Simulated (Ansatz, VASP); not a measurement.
**One calculation of K, two programs**

```
K
1.0
     4.31044    0.00000    0.00000
     0.00000    4.31044    0.00000
     0.00000    0.00000    4.31044
K
1
Direct
  0.00000 0.00000 0.00000
```

This isn't the form of K at room conditions, which is bcc.

Alike in both runs: task single point; functional PBE; k mesh 6 × 6 × 6; occupations fermi-dirac, width 0.05 eV; no spin polarisation.

```csv
,VASP,Ansatz
version,VASP 6.6.1,Ansatz 0.2.0
potentials or method,"VASP PAW PBE potentials, release 64 (K_sv), cutoff 520 eV","all-electron LAPW, scalar-relativistic"
```

|  | VASP | Ansatz | Ansatz less VASP |
| --- | --- | --- | --- |
| gap on the k mesh at the Fermi level (eV) | none | none | - |
| pressure (GPa) | 0.0 | 0.0 | +0.01 |

A gap of «none» marks a metal or a gap that the smearing closes. Ansatz ran all-electron here, so the differences hold the error of VASP's frozen core and of both bases.
